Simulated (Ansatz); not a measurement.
Here is an Ansatz 0.2.0 calculation.

File input.yaml:

```yaml
crystal:
  lattice:
    - [0.0, 2.88574, 5.115665]
    - [2.630497, 0.0, 5.115665]
    - [2.630497, 2.88574, 0.0]
  atoms:
    - { symbol: Ge, position: [0.72649, 0.27351, 0.72649] }
    - { symbol: Ge, position: [0.27351, 0.72649, 0.27351] }
    - { symbol: Ge, position: [0.218133, 0.218133, 0.781867] }
    - { symbol: Ge, position: [0.781867, 0.781867, 0.218133] }
hamiltonian:
  xc: pbesol
  pseudopotentials: { kind: paw }
kpoints:
  mp_grid: { grid: [6, 6, 6] }
scf:
  occupations: { method: fermi_dirac, width: 0.05 }
phonons:
  method: dfpt
```

Potentials or basis: Ansatz PAW.

Run with:

```sh
$ ansatz run input.yaml --threads 2 --pin off --max-ram 5632MiB --backend cpu --events-out ev --progress --plain --runs-dir out
```

Estimate the highest phonon frequency at Γ.

180 cm⁻¹.

What does it give for the band gap on the k mesh?

None (metal or under the smearing width).

Phonon frequencies in cm⁻¹ (negative: imaginary):
| q point | frequencies |
| --- | --- |
| (0.000, 0.000, 0.000) | -18 0 0 0 59 62 74 97 138 155 155 180 |

Caveat: some modes are imaginary.
